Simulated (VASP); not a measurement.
## VASP 6.6.1 run: Si

INCAR

```
LCHARG = .FALSE.
LWAVE = .FALSE.
NBANDS = 11
NELM = 89
IBRION = -1
ISMEAR = 0
METAGGA = R2SCAN
LASPH = .TRUE.
LREAL = .FALSE.
PREC = Accurate
SIGMA = 0.01
ISIF = 2
ALGO = Normal
ENCUT = 520
EDIFF = 1E-7
NSW = 0
```

KPOINTS

```
KPOINTS created by Atomic Simulation Environment
0
Gamma
8 8 8
0 0 0
```

POSCAR

```
Si
 1.0000000000000000
     2.7493400000000001    0.0000000000000000    2.7493400000000001
     0.0000000000000000    2.7493400000000001    2.7493400000000001
     2.7493400000000001    2.7493400000000001    0.0000000000000000
 Si
   2
Cartesian
  0.0000000000000000  0.0000000000000000  0.0000000000000000
  1.3746700000000001  1.3746700000000001  1.3746700000000001
```

The recommended PBE PAW datasets give the neutral cell 8 valence electrons.

Command

```
mpirun -np 1 vasp_std
```

Standard output (part)

```
|     EEEEEEE  RRRRRR   RRRRRR   OOOOOOO  RRRRRR      ###     ###     ###     |
|     E        R     R  R     R  O     O  R     R     ###     ###     ###     |
|     E        R     R  R     R  O     O  R     R     ###     ###     ###     |
|     EEEEE    RRRRRR   RRRRRR   O     O  RRRRRR       #       #       #      |
|     E        R    R   R    R   O     O  R    R      ###     ###     ###     |
|     EEEEEEE  R     R  R     R  OOOOOOO  R     R     ###     ###     ###     |
|     ERROR: the triple product of the basis vectors is negative exchange     |
|     two basis vectors                                                       |
|       ---->  I REFUSE TO CONTINUE WITH THIS SICK JOB ... BYE!!! <----       |
```

VASP stopped before the first electronic step.

The fault: left-handed cell vectors.

The run took about 0.9 s on one core of a shared host (Intel Xeon Platinum 8488C).
